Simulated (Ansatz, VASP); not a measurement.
**Two plane-wave programs on MnS**

File run.py:

```python
from ase.calculators.vasp import Vasp
from ase.dft.bandgap import bandgap
from ase.io import read

atoms = read('MnS.xyz')
atoms.set_initial_magnetic_moments([4.0, 0.0])
calc = Vasp(
    directory='calc',
    xc='pbe',
    pp='PBE',
    setups='minimal',
    prec='Accurate',
    encut=500,
    ediff=1e-07,
    ismear=0,
    sigma=0.05,
    lreal=False,
    lasph=True,
    nelm=100,
    algo='Normal',
    isif=2,
    lwave=False,
    lcharg=True,
    ispin=2,
    lorbit=11,
    lmaxmix=4,
    lelf=True,
    lvhar=True,
    kpts=[9, 9, 9],
    gamma=True,
)
atoms.calc = calc

print('energy (eV):', atoms.get_potential_energy())
print('free energy (eV):', atoms.get_potential_energy(force_consistent=True))
print('forces (eV/A):')
print(atoms.get_forces())
print('stress (eV/A^3, Voigt):', atoms.get_stress())
print('Fermi level (eV):', calc.get_fermi_level())
print('moment (muB):', atoms.get_magnetic_moment())
print('site moments (muB):', atoms.get_magnetic_moments())
gap, top, bottom = bandgap(calc)
print('band gap (eV):', gap, 'from (spin, k, band)', top, 'to', bottom)
```

The input MnS.xyz:

```xyz
2
Lattice="0.0000000000 2.6045000000 2.6045000000 2.6045000000 0.0000000000 2.6045000000 2.6045000000 2.6045000000 0.0000000000" Properties=species:S:1:pos:R:3 pbc="T T T"
Mn     0.0000000000      0.0000000000      0.0000000000
S      2.6045000000      2.6045000000      2.6045000000
```

The input input.yaml:

```yaml
crystal:
  lattice:
    - [0.0, 2.6045, 2.6045]
    - [2.6045, 0.0, 2.6045]
    - [2.6045, 2.6045, 0.0]
  atoms:
    - { symbol: Mn, position: [0.0, 0.0, 0.0], spin: 4.0 }
    - { symbol: S, position: [0.5, 0.5, 0.5] }
hamiltonian:
  xc: pbe
  pseudopotentials: { kind: paw }
magnetization:
  spin_polarized: true
kpoints:
  mp_grid: { grid: [9, 9, 9] }
scf:
  occupations: { method: gaussian, width: 0.05 }
output:
  forces: true
  stress: true
  eigenvalues: true
```

Alike in both runs: task single point; functional PBE; k mesh 9 × 9 × 9; occupations gaussian, width 0.05 eV; collinear spin, ferromagnetic start.

|  | VASP | Ansatz |
| --- | --- | --- |
| version | VASP 6.6.1 | Ansatz 0.2.0 |
| potentials or method | VASP PAW PBE potentials, release 64 (Mn, S) | Ansatz PAW |
| plane-wave cutoff (eV) | 500 | 420 |
| valence electrons in the cell | 13 | 21 |

|  | VASP | Ansatz | Ansatz less VASP |
| --- | --- | --- | --- |
| gap on the k mesh at the Fermi level (eV) | none | none | - |
| pressure (GPa) | -3.0 | -2.9 | +0.10 |
| net moment per atom (μB) | 2.36 | 2.36 | 0.000 |
| size of the moment on the site where the two differ most (μB) | 0.11 | 0.15 | +0.041 |

Site moments also hang on the region over which each program counts them. A gap of «none» marks a metal or a gap that the smearing closes. With one functional, cell and mesh, what is left measures potentials, basis and numerics. The two sets of potentials don't hold the same shells in valence.

Caveats: a cell with one magnetic atom can't hold antiferromagnetic order, which such compounds often take; semilocal functionals often make such compounds metallic where correlation or magnetic order opens a gap, which also shifts bond lengths. With open d or f shells a metallic result of PBE can be an artefact of self-interaction; +U or a hybrid may open a gap.
